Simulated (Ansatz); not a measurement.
Crystal: MoS2, a slab with vacuum.

```xyz
6
Lattice="3.1845 0.0000 0.0000 -1.5923 2.7579 0.0000 0.0000 0.0000 21.6705" Properties=species:S:1:pos:R:3 pbc="T T T"
Mo    0.0000    1.8386   18.4451
Mo    1.5923    0.9193    3.2254
S     1.5923    0.9193   16.8949
S     0.0000    1.8386    1.6741
S     1.5923    0.9193   19.9965
S     0.0000    1.8386    4.7756
```

Base run:

```yaml
Program: Ansatz 0.2.0
Functional: r2SCAN
Potentials_or_basis: Ansatz PAW
Cutoff: 500 eV
Density_cutoff: 2000 eV
k_mesh: 10 × 10 × 2
Occupations: fermi-dirac, width 0.05 eV
Spin: no spin polarisation
```

Its results: band gap on the k mesh 1.46 eV, indirect (least direct gap 2.00 eV); largest force 0.034 eV/Å.

Task: The run is repeated on the same cell with these changes: functional from r2SCAN to BLYP; cutoff from 500 eV to 420 eV; density cutoff from 2000 eV to 1680 eV. What comes out?

Result: Band gap on the k mesh 1.37 eV, indirect (least direct gap 1.88 eV); largest force 0.742 eV/Å.

Caveats: the k mesh misses the band edges, so the gap on the mesh is wider than the one along the path; the PAW data sets come from PBE, with cores solved anew for the run's functional, which leaves a small shift of forces and pressure; the potentials were made for another functional, which shifts forces and pressure (some runs).

Not every run made on this cell is shown here.
